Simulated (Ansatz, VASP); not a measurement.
This is a calculation of Ag for VASP 6.6.1.

The input INCAR:

```
SYSTEM = Ag
PREC = Accurate
ENCUT = 520
EDIFF = 1E-7
ISMEAR = -1
SIGMA = 0.05
LREAL = .FALSE.
LASPH = .TRUE.
NELM = 100
ALGO = Normal
ISIF = 2
LWAVE = .FALSE.
LCHARG = .FALSE.
GGA = PE
NBANDS = 12
```

KPOINTS

```
Automatic mesh
0
G
  11 11 11
  0 0 0
```

File POSCAR:

```
Ag
1.0
   -1.6881260479      1.6881260479      1.6881260479
    1.6881260479     -1.6881260479      1.6881260479
    1.6881260479      1.6881260479     -1.6881260479
Ag
1
Direct
    0.0000000000      0.0000000000      0.0000000000
```

Potentials or basis: VASP PAW PBE potentials, release 64 (Ag).

The run is started by

```bash
$ cat potpaw_PBE.64/Ag/POTCAR > POTCAR
$ mpirun -np 1 vasp_std > vasp.out
```

**Question.** Translate it to Ansatz 0.2.0. Potentials there: Ansatz PAW.

**Answer.** As run (the cutoff follows the program's own potentials):

File input.yaml:

```yaml
crystal:
  lattice:
    - [-1.6881260479, 1.6881260479, 1.6881260479]
    - [1.6881260479, -1.6881260479, 1.6881260479]
    - [1.6881260479, 1.6881260479, -1.6881260479]
  atoms:
    - { symbol: Ag, position: [0.0, 0.0, 0.0] }
hamiltonian:
  xc: pbe
  pseudopotentials: { kind: paw }
kpoints:
  mp_grid: { grid: [11, 11, 11] }
scf:
  occupations: { method: fermi_dirac, width: 0.05 }
output:
  forces: true
  stress: true
  eigenvalues: true
```

Potentials or basis: Ansatz PAW.

Command:

```sh
$ ansatz run input.yaml --threads 2 --pin off --max-ram 5120MiB --backend cpu --events-out ev --progress --plain --runs-dir out
```

Both were run:

|  | VASP | Ansatz | Ansatz less VASP |
| --- | --- | --- | --- |
| gap on the k mesh at the Fermi level (eV) | none | none | - |
| pressure (GPa) | -5.1 | -5.0 | +0.06 |

A gap of «none» marks a metal or a gap that the smearing closes. With one functional, cell and mesh, what is left measures potentials, basis and numerics. The two sets of potentials don't hold the same shells in valence.
